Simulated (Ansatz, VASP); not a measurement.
## Cross-check of CdTe between VASP and Ansatz

Aim: how closely do two programs agree when they are given the same cell, functional and k mesh? The cell is taken from a series of VASP runs on this material, whose earlier steps may have relaxed, scaled or displaced it; both programs get it as it stands. Other levels of theory on this material are compared in a session of their own.

Calculated with Ansatz 0.2.0; plane waves, with VASP 6.6.1 beside it; band structure at PBEsol, spin-orbit coupling.

### Step 1. The starting structure

It takes space group F-43m (No. 216, cubic). Conventional cell: a = 6.410 Å, b = 6.410 Å, c = 6.410 Å, α = 90.00°, β = 90.00°, γ = 90.00°. Nearest to Cd lie 4 Te at 2.78 Å. Nearest to Te lie 4 Cd at 2.78 Å. Farther neighbours and most contacts between anions are not listed.

As a file:

```xyz
2
Lattice="0.0000 3.2050 3.2050 3.2050 0.0000 3.2050 3.2050 3.2050 0.0000" Properties=species:S:1:pos:R:3 pbc="T T T"
Cd    0.0000    0.0000    0.0000
Te    4.8075    4.8075    4.8075
```

### Step 2. VASP: band structure, PBEsol, spin-orbit coupling

The same path points are solved in both programs, so levels can be compared one by one.

Lines of VASP's logs that name or quote its potential files are left out, and so is its time.

Contents of INCAR:

```
SYSTEM = CdTe
PREC = Accurate
ENCUT = 400
EDIFF = 1E-06
NELM = 100
ISMEAR = 0
SIGMA = 0.02
LREAL = .FALSE.
ALGO = Normal
GGA = PS
LNONCOLLINEAR = .TRUE.
MAGMOM = 0 0 0 0 0 0
NBANDS = 30
GGA_COMPAT = .FALSE.
LASPH = .TRUE.
LSORBIT = .TRUE.
LORBIT = 11
LWAVE = .FALSE.
LCHARG = .FALSE.
KPAR = 4
ISIF = 2
```

Contents of POSCAR:

```
CdTe
1.0
    0.0000000000      3.2050000000      3.2050000000
    3.2050000000      0.0000000000      3.2050000000
    3.2050000000      3.2050000000      0.0000000000
Cd Te
1 1
Direct
    0.0000000000      0.0000000000      0.0000000000
    0.7500000000      0.7500000000      0.7500000000
```

Contents of KPOINTS:

```
Automatic mesh
0
Gamma
8 8 8
0 0 0
```

Contents of KPOINTS_OPT:

```
Line mode
16
Line-mode
Reciprocal
  0.00000000   0.00000000   0.00000000 GAMMA
  0.50000000   0.00000000   0.50000000 X

  0.50000000   0.00000000   0.50000000 X
  0.50000000   0.25000000   0.75000000 W

  0.50000000   0.25000000   0.75000000 W
  0.37500000   0.37500000   0.75000000 K

  0.37500000   0.37500000   0.75000000 K
  0.00000000   0.00000000   0.00000000 GAMMA

  0.00000000   0.00000000   0.00000000 GAMMA
  0.50000000   0.50000000   0.50000000 L

  0.50000000   0.50000000   0.50000000 L
  0.62500000   0.25000000   0.62500000 U

  0.62500000   0.25000000   0.62500000 U
  0.50000000   0.25000000   0.75000000 W

  0.50000000   0.25000000   0.75000000 W
  0.50000000   0.50000000   0.50000000 L

  0.50000000   0.50000000   0.50000000 L
  0.37500000   0.37500000   0.75000000 K

  0.62500000   0.25000000   0.62500000 U
  0.50000000   0.00000000   0.50000000 X
```

PAW data sets: Cd and Te (PBE family, release 64).

Command:

```bash
> mpirun -np 4 vasp_ncl
```

Numbers of over 12 decimals in the logs are rounded to 6 here.

The log of the run:

```text
[banner, memory and clock lines left out]
running    4 mpi-ranks, on    1 nodes
 distrk:  each k-point on    1 cores,    4 groups
 distr:  one band on    1 cores,    1 groups

 POSCAR found type information on POSCAR CdTe
 POSCAR found :  2 types and       2 ions
|                                                                             |
|               ----> ADVICE to this user running VASP <----                  |
|                                                                             |
|     You enforced a specific xc type in the INCAR file but a different       |
|     [... a line on the potential file left out ...]
|     I HOPE YOU KNOW WHAT YOU ARE DOING!                                     |
|                                                                             |

 LDA part: xc-table for (Slater+PW92), standard interpolation
 POSCAR, INCAR and KPOINTS ok, starting setup
 FFT: planning ... GRIDC
 FFT: planning ... GRID_SOFT
 FFT: planning ... GRID
 WAVECAR not read
 entering main loop
       N       E                     dE             d eps       ncg     rms          rms(c)
DAV:   1     0.963497678571E+02    0.96350E+02   -0.70156E+03  2596   0.850E+02
DAV:   2    -0.146857052272E+01   -0.97818E+02   -0.94324E+02  2876   0.241E+02
DAV:   3    -0.580548321726E+01   -0.43369E+01   -0.43129E+01  3056   0.522E+01
DAV:   4    -0.585855489292E+01   -0.53072E-01   -0.53061E-01  3214   0.498E+00
DAV:   5    -0.585916134774E+01   -0.60645E-03   -0.60645E-03  3010   0.526E-01    0.650E+00
DAV:   6    -0.561809217759E+01    0.24107E+00   -0.42296E-01  2772   0.918E+00    0.506E+00
DAV:   7    -0.560138283653E+01    0.16709E-01   -0.13148E-01  2868   0.240E+00    0.251E+00
DAV:   8    -0.560028265633E+01    0.11002E-02   -0.89035E-03  2874   0.984E-01    0.107E+00
DAV:   9    -0.560008637349E+01    0.19628E-03   -0.42880E-04  2976   0.207E-01    0.330E-01
DAV:  10    -0.560013363098E+01   -0.47257E-04   -0.32982E-04  2874   0.181E-01    0.610E-02
DAV:  11    -0.560014389856E+01   -0.10268E-04   -0.29371E-05  2972   0.675E-02    0.265E-02
DAV:  12    -0.560015507736E+01   -0.11179E-04   -0.18653E-05  3002   0.313E-02    0.207E-02
DAV:  13    -0.560015489392E+01    0.18344E-06   -0.76804E-07  2424   0.113E-02
   1 F= -.56001549E+01 E0= -.56001549E+01  d E =-.263191E-21  mag=    -0.0000    -0.0000     0.0000
 Start KPOINTS_OPT (optional k-point list driver)
k-point batch [1-43\160]
       N       E                     dE             ncg
DAV:   1     0.118780573109E+04   -0.15702E+05     2612
DAV:   2    -0.293368719437E+04   -0.41215E+04     2852
DAV:   3    -0.310693909594E+04   -0.17325E+03     3124
DAV:   4    -0.310910141307E+04   -0.21623E+01     3280
DAV:   5    -0.310912091826E+04   -0.19505E-01     3044
DAV:   6    -0.310912140360E+04   -0.48534E-03     3340
DAV:   7    -0.310912141528E+04   -0.11675E-04     2770
DAV:   8    -0.310912141562E+04   -0.34359E-06     2134
[...]
k-point batch [130-160\160]
       N       E                     dE             ncg
DAV:   1     0.595957102856E+04   -0.13685E+05     1860
DAV:   2     0.294445946383E+04   -0.30151E+04     2116
DAV:   3     0.281894634999E+04   -0.12551E+03     2232
DAV:   4     0.281755152432E+04   -0.13948E+01     2304
DAV:   5     0.281753957278E+04   -0.11952E-01     2224
DAV:   6     0.281753930428E+04   -0.26850E-03     2324
DAV:   7     0.281753929790E+04   -0.63791E-05     1964
DAV:   8     0.281753929772E+04   -0.18083E-06     1434
```

Parts of OUTCAR (step 2):

```text
ion  position               nearest neighbor table
   1  0.000  0.000  0.000-   2 2.78   2 2.78   2 2.78   2 2.78
   2  0.750  0.750  0.750-   1 2.78   1 2.78   1 2.78   1 2.78

  LATTYP: Found a face centered cubic cell.
 ALAT       =     6.4100000000

 Subroutine GETGRP returns: Found 24 space group operations
 (whereof 24 operations were pure point group operations)

The static configuration has the point symmetry T_d .

 Found     43 irreducible k-points:

   k-points           NKPTS =     43   k-points in BZ     NKDIM =     43   number of bands    NBANDS=     30

   dimension x,y,z NGX =    30 NGY =   30 NGZ =   30
   dimension x,y,z NGXF=    60 NGYF=   60 NGZF=   60

   ENCUT  =  400.0 eV  29.40 Ry    5.42 a.u.   7.39  7.39  7.39*2*pi/ulx,y,z

   NELECT =      18.0000    total number of electrons

 k-points in reciprocal lattice and weights: Automatic mesh
   0.00000000  0.00000000  0.00000000       0.002
   0.12500000  0.00000000  0.00000000       0.008
  -0.12500000  0.00000000  0.00000000       0.008
   0.25000000  0.00000000  0.00000000       0.008
  -0.25000000  0.00000000  0.00000000       0.008
   0.37500000  0.00000000  0.00000000       0.008
  -0.37500000  0.00000000  0.00000000       0.008
   0.50000000  0.00000000  0.00000000       0.008
   0.12500000  0.12500000  0.00000000       0.012
[...]
-0.37500000  0.50000000  0.12500000       0.023
  -0.25000000  0.50000000  0.25000000       0.012

 average (electrostatic) potential at core
       1 -38.7456       2 -90.9931

 E-fermi :   2.9184

 k-point     1 :       0.0000    0.0000    0.0000
  band No.  band energies     occupation
    ...
     14       1.9536      1.00000
     15       2.7925      1.00000
     16       2.7925      1.00000
     17       2.7925      1.00000
     18       2.7925      1.00000
     19       3.2804      0.00000
     20       3.2804      0.00000
     21       6.8074      0.00000
     22       6.8074      0.00000
     23       7.1448      0.00000
    ...

 k-point     2 :       0.1250    0.0000    0.0000
  band No.  band energies     occupation
    ...
     14       1.1465      1.00000
     15       2.1496      1.00000
     16       2.1496      1.00000
     17       2.6283      1.00000
     18       2.6441      1.00000
     19       4.1923      0.00000
     20       4.1923      0.00000
     21       6.9777      0.00000
     22       6.9777      0.00000
     23       7.1919      0.00000
    ...

 k-point     3 :      -0.1250    0.0000    0.0000
  band No.  band energies     occupation
    ...
     14       1.1465      1.00000
     15       2.1496      1.00000
     16       2.1496      1.00000
     17       2.6283      1.00000
     18       2.6441      1.00000
     19       4.1923      0.00000
     20       4.1923      0.00000
     21       6.9777      0.00000
     22       6.9777      0.00000
     23       7.1919      0.00000
    ...

  Total        0.6483295      0.6483295      0.6483295      0.0000000      0.0000000     -0.0000000
  in kB       15.7758323     15.7758323     15.7758323      0.0000000      0.0000000     -0.0000000
  external PRESSURE =      15.7758323 kB  Pullay stress =       0.0000000 kB

  energy-cutoff  :      400.00
  volume of cell :       65.84
      direct lattice vectors                 reciprocal lattice vectors
     0.000000000  3.205000000  3.205000000    -0.156006240  0.156006240  0.156006240
     3.205000000  0.000000000  3.205000000     0.156006240 -0.156006240  0.156006240
     3.205000000  3.205000000  0.000000000     0.156006240  0.156006240 -0.156006240

 POSITION                                       TOTAL-FORCE (eV/Angst)
 -----------------------------------------------------------------------------------
      0.00000      0.00000      0.00000        -0.000000     -0.000000     -0.000000
      4.80750      4.80750      4.80750         0.000000      0.000000      0.000000
 -----------------------------------------------------------------------------------
    total drift:                               -0.000000     -0.000000     -0.000000

  FREE ENERGIE OF THE ION-ELECTRON SYSTEM (eV)
  ---------------------------------------------------
  free  energy   TOTEN  =        -5.6001548939 eV

  energy  without entropy=       -5.6001548939  energy(sigma->0) =       -5.60015489

 Spin-Orbit-Coupling matrix elements
 Ion:    1  E_soc:     -0.0623796
 Ion:    2  E_soc:     -0.1939023

 total charge
# of ion       s       p       d       tot
------------------------------------------
    1        0.481   0.340   9.523  10.343
    2        1.351   2.062   0.024   3.438
--------------------------------------------------
tot          1.832   2.402   9.547  13.781

 magnetization (x)
# of ion       s       p       d       tot
------------------------------------------
    1       -0.000  -0.000  -0.000  -0.000
    2        0.000   0.000   0.000   0.000
--------------------------------------------------
tot         -0.000  -0.000  -0.000  -0.000

 magnetization (y)
# of ion       s       p       d       tot
------------------------------------------
    1        0.000   0.000  -0.000   0.000
    2        0.000   0.000   0.000   0.000
--------------------------------------------------
tot          0.000   0.000  -0.000   0.000

 magnetization (z)
# of ion       s       p       d       tot
------------------------------------------
    1        0.000   0.000  -0.000   0.000
    2        0.000   0.000   0.000   0.000
--------------------------------------------------
tot          0.000   0.000  -0.000   0.000

[... 3 further parts left out ...]
```

The run ends at a pressure of 1.58 GPa.

(Continued in part 2 of 2.)

[Lines on the potential files, build, host, timing and source positions are cut from VASP's logs without a mark.]

[Logs are printed without paths, hosts, clocks, repeated set-up lines and the standing remarks that a program may print on its own settings, such as how far it seeks lower states.]

[Hosts, paths, dates, database ids (printed as entryN), source tags and the programs' standing remarks are cut or masked in the printed files.]
